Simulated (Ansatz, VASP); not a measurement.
## Hf3B2 in VASP and in Ansatz

```
Hf B
1.0
     4.06742    0.00000    0.00000
    -2.03371    3.52249    0.00000
     0.00000    0.00000    5.49046
Hf B
3 2
Direct
  0.66667 0.33333 0.32923
  0.33333 0.66667 0.67077
  0.00000 0.00000 0.00000
  0.66667 0.33333 0.79146
  0.33333 0.66667 0.20854
```

Change from the starting cell: species swapped into the Ga3Ni2 type (P-3m1, No. 164).

Alike in both runs: functional PBE; k mesh 6 × 6 × 4; occupations gaussian, width 0.1 eV; no spin polarisation.

Ansatz relaxed the structure, and its values are those at the end. VASP's run is a single point on that final structure, the one shown.

```csv
,VASP,Ansatz
version,VASP 6.6.1,Ansatz 0.2.0
potentials or method,"VASP PAW PBE potentials, release 64 (Hf_pv, B)","scalar-relativistic, plane waves, PAW"
plane-wave cutoff (eV),520,420
valence electrons in the cell,36,84
```

Ansatz gave:

```
gap on the k mesh at the Fermi level (eV) : none
pressure (GPa)                            : 0.0
rms of the force components (eV/Å)        : 0.006
```

What did VASP give for the same quantities?

gap on the k mesh at the Fermi level (eV): none; pressure (GPa): -0.5; rms of the force components (eV/Å): 0.006.

A gap of «none» marks a metal or a gap that the smearing closes. The two sets of potentials don't hold the same shells in valence.

The runs have no spin-orbit coupling, so splittings on Hf are missing.
